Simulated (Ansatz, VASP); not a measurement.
One calculation of In, two programs

```
In
1.0
     4.62965    0.00000    0.00000
     0.00000    7.67515    0.00000
     0.00000    0.00000    3.45201
In
4
Direct
  0.02050 0.25000 0.63480
  0.97950 0.75000 0.36520
  0.47950 0.75000 0.13480
  0.52050 0.25000 0.86520
```

Alike in both runs: task single point; functional PBE; k mesh 4 × 4 × 6; occupations gaussian, width 0.1 eV; no spin polarisation.

|  | VASP | Ansatz |
| --- | --- | --- |
| version | VASP 6.6.1 | Ansatz 0.2.0 |
| potentials or method | VASP PAW PBE potentials, release 64 (In_d) | scalar-relativistic, plane waves, PAW |
| plane-wave cutoff (eV) | 520 | 420 |
| valence electrons in the cell | 52 | 52 |

|  | VASP | Ansatz | Ansatz less VASP |
| --- | --- | --- | --- |
| gap on the k mesh at the Fermi level (eV) | none | none | - |
| pressure (GPa) | 12.5 | 12.5 | +0.01 |
| largest component of the traceless stress (GPa) | 26.65 | 26.61 | -0.048 |
| rms of the force components (eV/Å) | 1.243 | 1.241 | -0.0014 |

Atom by atom the forces differ by 0.001 eV/Å (rms over components). A gap of «none» marks a metal or a gap that the smearing closes.

Caveats: forces of over 1 eV/Å show positions far from the minimum, so gaps and moduli don't describe the material at rest.
